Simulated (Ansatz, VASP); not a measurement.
**ScAl3: VASP beside Ansatz**

```
Sc Al
1.0
     4.10533    0.00000    0.00000
     0.00000    4.10533    0.00000
     0.00000    0.00000    4.10533
Sc Al
1 3
Direct
  0.00000 0.00000 0.00000
  0.50000 0.00000 0.50000
  0.00000 0.50000 0.50000
  0.50000 0.50000 0.00000
```

Alike in both runs: task relaxation of cell and atoms; functional PBE; dispersion D3(BJ); k mesh 10 × 10 × 10; occupations gaussian, width 0.1 eV; no spin polarisation.

|  | VASP | Ansatz |
| --- | --- | --- |
| version | VASP 6.6.1 | Ansatz 0.2.0 |
| potentials or method | VASP PAW PBE potentials, release 64 (Sc_sv, Al) | scalar-relativistic, plane waves, PAW |
| plane-wave cutoff (eV) | 600 | 420 |
| valence electrons in the cell | 20 | 20 |

Ansatz gave:

| Item | Value |
| --- | --- |
| gap on the k mesh at the Fermi level, each at its own relaxed structure (eV) | none |
| relaxed volume (Å³/atom) | 16.59 |
| relaxed cell length with the largest relative difference (Å) | 4.049 |
| energy change over the relaxation (meV/atom) | -8 |

What did VASP give for the same quantities?

gap on the k mesh at the Fermi level, each at its own relaxed structure (eV): none; relaxed volume (Å³/atom): 16.60; relaxed cell length with the largest relative difference (Å): 4.049; energy change over the relaxation (meV/atom): -8.

A gap of «none» marks a metal or a gap that the smearing closes.

Caveats: pairwise dispersion overbinds metals, which lowers pressure and volume.
